A model of the heat capacity of TiSi₂ can rest on force constants from small displacements of the atoms, or it can include larger displacements at a much higher cost. The choice depends on how far the atoms can move before the energy leaves the parabola of a simple spring. The calculation below tests this for one vibration, in which Ti moves along the crystal axis a, Si moves the opposite way, and the Si atoms also shift up and down along c.

TiSi₂ (Fddd, 6-atom cell held fixed) with one normal mode, at 183 cm⁻¹, frozen in; Ansatz 0.2.0, plane-wave PAW, PBE, scalar-relativistic, no spin polarisation. Cutoff 420 eV, Gamma-centred 14×14×14 k mesh, Gaussian smearing of 0.15 eV. Energies are free energies relative to the undisturbed cell; pressure is positive in compression.

```
amplitude (Å of the largest displacement)  energy change (meV a cell)  force along mode (eV/Å)  pressure (GPa)
                                     -0.3                       775.1                    5.182            3.25
                                    -0.15                       192.3                    2.576            0.81
                                        0                         0.0                    0.000           -0.01
                                   0.0375                        12.0                   -0.638            0.05
                                    0.075                        47.9                   -1.279            0.20
                                   0.1125                       107.9                   -1.924            0.46
                                   0.1875                       301.2                   -3.232            1.27
                                    0.225                       434.7                   -3.889            1.83
                                   0.2625                       592.8                   -4.542            2.49
```

The amplitude x is the displacement of the atom that moves most, here Si. Reversing every displacement gives a crystal that is the mirror or inverted image of the first, with the same energy. The rows at −0.3 and −0.15 Å therefore belong on the same curve as the positive ones, and only the size of x matters. For the same reason the energy can contain only even powers:

E = ½ K x² + C x⁴ + D x⁶ + …

K is the spring constant, and C and D measure the departure from a spring. A positive C makes the spring harden as it is stretched.

The row at 0.0375 Å alone fixes K, as restoring force divided by amplitude: 17.02 eV/Å² from the atomic forces. The row at −0.3 Å, eight times further out, then tests the parabola:

E = ½ × 17.02 × 0.3² = 0.766 eV a cell

The full calculation gives 775.1 meV, so the parabola misses about 9 meV, or 1.2 % of the energy change. Up to 0.075 Å the miss is no larger than the last printed digit. In energy, then, no row breaks the pattern; the excess over the parabola grows smoothly with amplitude.

The force is a sharper test, and it picks out one row. Force divided by amplitude rises from 17.0 eV/Å² near rest to 17.30 at 0.2625 Å, as a hardening spring should, but at −0.3 Å it falls back to 17.27. The drop is small, yet well above the rounding of the force. Nor is the row faulty in itself: the mean force over this last step times its length gives 182.3 meV, exactly the rise in energy.

The atomic forces show what happens. The force components along a and those along c each make up a share of the restoring force, and the two shares behave in opposite ways. From the first step to the last, the slope of the share along a climbs from 5.8 to 7.8 eV/Å², while that of the share along c sinks from 11.2 to 9.3. The sum therefore ends almost where it began, although each share has changed markedly.

This cancellation accounts for the odd row and helps to keep the energy near the parabola. Symmetry helps as well: it forbids a cubic term, so the first departure is of fourth order and fades quickly towards small amplitudes. At moderate amplitude the gain along a is the larger, and the crystal as a whole hardens slightly. The loss along c then catches up, and in the last step it offsets nearly all of the further gain. The row at −0.3 Å is thus the point where a slow turn becomes visible, not a jump into another state. In the language of the series, the x⁴ term no longer suffices: with it alone, doubling the amplitude from 0.15 to 0.3 Å would multiply the excess force by eight, but the calculation gives a factor of 3.3.

Why the two directions differ is less certain. Motion along a presses Ti against Si within the atomic layers that lie across c, and a repulsion that grows faster than the displacement is a plausible cause of the hardening there. The softening along c has no such simple picture. The closest neighbours of a Si atom lie mostly above and below it along c, but the Si atoms among them move with it, and motion along a draws it away from the Ti atom that motion along c brings nearer. The scan moves the atoms in both directions at once, so it cannot separate these effects. What it does show is that no pair of atoms comes unusually close: the shortest distance in the crystal is only 0.039 Å less at −0.3 Å than at rest. That need not be the same pair, so a longer Ti–Si contact can be squeezed by more.

A near-perfect parabola does not mean that the bonds themselves are springs. A bond resists compression more than stretching, which gives its energy a cubic term. For the crystal as a whole, symmetry cancels that term along the mode, but its effect returns in directions that the mode leaves out. The Si atoms are pushed along b, the same way for either sign of x, and this push grows fourfold when the amplitude doubles, to 0.43 eV/Å at −0.3 Å. The pressure behaves alike: it rises with the square of the amplitude, to 3.25 GPa, so the distorted crystal would expand if its cell were free. That is the seed of thermal expansion, which a parabola at fixed volume cannot supply.

The push along b also limits what may be said about hardening. In the scan the Si atoms are held in place along b; if they were free, they would give way and lower the energy. The push f grows as x², and the energy gained by yielding, f²/(2k) for each atom with a stiffness k along b, grows as x⁴. It therefore competes directly with the hardening. For the four Si atoms of the cell this gain would cancel the whole excess of 9 meV at −0.3 Å if k were about 40 eV/Å².

The stiffness along b was not calculated, but the force per displacement along c, for each Si atom in this mode, is only 3.5 eV/Å². Unless Si is more than ten times stiffer along b, relaxation would outweigh the excess, and the hardening would turn into softening. It is therefore safer to read the slight hardening as a property of the clamped path than of the vibration in a real crystal.

For the practical choice, the size of the displacement decides. At 0.075 Å the energy change is 48 meV a cell, roughly twice the thermal energy at room temperature, and the parabola still holds within rounding. One small displacement is thus enough for the spring constant of this mode. Thermal expansion needs in addition the response to a change of volume, and work at large amplitude needs the coupling to Si motion along b.

A true break would need a sudden event, and none shows in these rows. An electron band could cross the Fermi level, the energy up to which states are filled, or the crystal could turn magnetic. The scan tests the first only weakly, because the smearing would round off a small kink from a band, and the second not at all, because spin was left out. Atoms pressed together would stiffen the force steeply, but still smoothly. The same reasoning helps with a neighbouring compound: if reversing the mode gives an equivalent crystal, look for the first sign of anharmonicity in the pressure and in the forces outside the mode, not in the energy. The printed analysis after this text lists the departures row by row.

The analysis program printed:

```
Departures from the parabola set by the smallest displacement:
     row  energy excess meV  force excess a part eV/Å  force excess c part eV/Å  net force excess eV/Å  Si force along b eV/Å  shortest distance Å
    -0.3              9.374                    0.2492                    -0.172                 0.0772                 0.4301                2.495
   -0.15             0.8685                   0.03383                  -0.01043                 0.0234                 0.1034                2.518
     0.0                  0                         0                         0                      0                -0.0061                2.534
  0.0375            0.03553                         0                         0                      0                 0.0007                2.534
   0.075            0.04213                  0.003611                 -0.001079               0.002532                 0.0213                2.534
  0.1125             0.2198                   0.01387                 -0.003957               0.009916                 0.0555                2.527
  0.1875              2.088                   0.06595                  -0.02482                0.04112                 0.1649                2.511
   0.225              3.979                    0.1119                   -0.0518                0.06014                 0.2398                2.505
  0.2625              6.541                    0.1729                  -0.09821                0.07473                 0.3283                2.499
Force over amplitude at 0.0375 Å, whole mode (eV/Å²): 17.02
The same, part along a (eV/Å²): 5.783
The same, part along c (eV/Å²): 11.23
Energy excess at 0.3 Å (% of the energy change): 1.209
Force over amplitude at 0.2625 Å (eV/Å²): 17.3
Force over amplitude at 0.3 Å (eV/Å²): 17.27
Slope of the force from 0.1875 to 0.225 Å (eV/Å²): 17.52
Slope of the force from 0.225 to 0.2625 Å (eV/Å²): 17.41
Slope of the force from 0.2625 to 0.3 Å (eV/Å²): 17.07
Largest rounding error of such a slope (eV/Å²): 0.02667
Slope from 0.2625 to 0.3 Å, part along a (eV/Å²): 7.815
Slope from 0.2625 to 0.3 Å, part along c (eV/Å²): 9.267
Net force excess at 0.3 Å over that at 0.15 Å (a pure cubic force gives 8): 3.3
Mean force times step from 0.2625 to 0.3 Å (meV): 182.3
Energy rise from 0.2625 to 0.3 Å (meV): 182.3
Growth of the Si force along b from 0.15 to 0.3 Å, rest value removed (a square gives 4): 3.984
Stiffness along b per Si at which relaxation would just cancel the energy excess at 0.3 Å (eV/Å²): 40.6
Force over displacement along c per Si at 0.0375 Å (eV/Å²): 3.472
Shrinkage of the shortest distance at 0.3 Å (Å): 0.039
Pressure rise over squared amplitude, lowest beyond 0.1 Å (GPa/Å²): 36.22
Pressure rise over squared amplitude, highest beyond 0.1 Å (GPa/Å²): 37.14
Pressure rise over squared amplitude at 0.0375 Å (GPa/Å²): 42.67
Largest rounding error of that value (GPa/Å²): 7.111
```
